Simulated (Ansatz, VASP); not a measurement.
## Zn in VASP and in Ansatz

File INCAR:

```
ALGO     = Normal         # electronic algorithm
EDIFF    = 1E-7           # SCF threshold, eV
ENCUT    = 520            # plane-wave cutoff, eV
ISIF     = 2              # what is computed and relaxed
ISMEAR   = -1             # smearing method
LASPH    = True           # aspherical terms in the spheres
LCHARG   = False          # write CHGCAR
LREAL    = False          # projectors in reciprocal space
LWAVE    = False          # write WAVECAR
NBANDS   = 19             # bands
NELM     = 80             # most SCF steps
PREC     = Accurate       # precision mode
SIGMA    = 0.1            # smearing width, eV
```

KPOINTS

```
k-points
0
Gamma
  14 14 7
```

POSCAR

```
Zn
1.0
    2.5709734941      0.0000000000      0.0000000000
   -1.2854867470      2.2265283583      0.0000000000
    0.0000000000      0.0000000000      4.7361908757
Zn
2
Direct
    0.3333333333      0.6666666667      0.2500000000
    0.6666666667      0.3333333333      0.7500000000
```

Input for Ansatz:

```yaml
crystal:
  lattice:
    - [2.5709734941, 0.0, 0.0]
    - [-1.285486747, 2.2265283583, 0.0]
    - [0.0, 0.0, 4.7361908757]
  atoms:
    - { symbol: Zn, position: [0.3333333333, 0.6666666667, 0.25] }
    - { symbol: Zn, position: [0.6666666667, 0.3333333333, 0.75] }
hamiltonian:
  xc: lda
  pseudopotentials:
    kind: paw
    azcp:
      Zn: "pseudopotentials/Zn.paw.azcp"
basis:
  ecutwfc: 420
  fft_grid_basis: typed
kpoints:
  mp_grid: { grid: [14, 14, 7], shift: [0, 0, 0] }
magnetization:
  spin_polarized: false
scf:
  occupations: { method: fermi_dirac, width: 0.1 }
  lower_state_search: "off"
output:
  stress: true
```

Alike in both runs: task single point; functional LDA; k mesh 14 × 14 × 7; occupations fermi-dirac, width 0.1 eV; no spin polarisation.

|  | VASP | Ansatz |
| --- | --- | --- |
| version | VASP 6.6.1 | Ansatz 0.2.0 |
| potentials or method | VASP PAW LDA potentials, release 64 (Zn) | plane waves (420 eV) with PAW, scalar-relativistic |
| plane-wave cutoff (eV) | 520 | 420 |
| valence electrons in the cell | 24 | 24 |

```csv
,VASP,Ansatz,Ansatz less VASP
pressure (GPa),0.8,0.1,-0.73
largest component of the traceless stress (GPa),1.39,1.17,-0.223
```

Ansatz warned: «pseudo_functional_mismatch».
